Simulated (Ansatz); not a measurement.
Runs of Ansatz 0.2.0 on MoS2. The structure is trigonal, space group P-3m1 (No. 164). The conventional cell has a = 3.227 Å, b = 3.227 Å, c = 6.312 Å, α = 90.00°, β = 90.00°, γ = 120.00°. Mo (site symmetry -3m) has 6 S at 2.42 Å as nearest neighbours. S (site symmetry 3m) has 3 Mo at 2.42 Å as nearest neighbours. Measurements of this composition are mostly on another form, of space group No. 194.

```tsv
task	level	spin	cell	k mesh	cutoff (eV)	smearing	points for each segment of the path	gap on the mesh (eV)	pressure (GPa)	relaxed volume (Å³/atom)	largest force (eV/Å)
band structure	RPBE	off	as given	9 × 9 × 4	420	fermi-dirac 0.05 eV	14	none	(b)	-	(c)
relaxation of cell and atoms	BLYP+D4	off	relaxed	9 × 9 × 4	420	fermi-dirac 0.05 eV	-	-	0.0	17.39	-
band structure	PBEsol	SOC, no magnetisation	as given	7 × 7 × 3	420	fermi-dirac 0.05 eV	14	none	-3.2	-	-
relaxation of cell and atoms	BLYP	off	relaxed	9 × 9 × 4	420	fermi-dirac 0.05 eV	-	-	0.0	29.81	-
single point	PBE	off	as given	9 × 9 × 4	420	gaussian 0.012 eV	-	none	1.1	-	0.30
single point	PBE	off	as given	9 × 9 × 4	420	gaussian 0.03 eV	-	none	1.1	-	0.29
relaxation of cell and atoms	RPBE	off	relaxed	9 × 9 × 4	420	fermi-dirac 0.05 eV	-	-	0.0	24.07	-
band structure	r2SCAN	off	as given	9 × 9 × 4	500	fermi-dirac 0.05 eV	14	none	0.0	-	(a)
```

Alike in all rows: potentials or basis Ansatz PAW.

Problem. Estimate the missing entries.

Solution. (a) 0.08; (b) 3.6; (c) 0.36.

Caveats: the PAW data sets come from PBE, with cores solved anew for the run's functional, which leaves a small shift of forces and pressure (some runs); this functional lacks dispersion, which binds the layers, so the pressure and a relaxed spacing across them are unreliable (some runs); the plane-wave basis is chosen anew once the cell has moved, so the energies of steps on either side of that aren't comparable (some runs); the volume moved by over 15 % at a fixed basis, so the end points are rough (some runs); this functional lacks dispersion, which binds the layers, so the pressure and a relaxed spacing across them are unreliable, and here the layers came unbound (some runs).

A k mesh can miss the band edges, and rows without SOC leave out spin-orbit coupling on Mo.

A gap of «none» marks a metal or a gap under the smearing width.
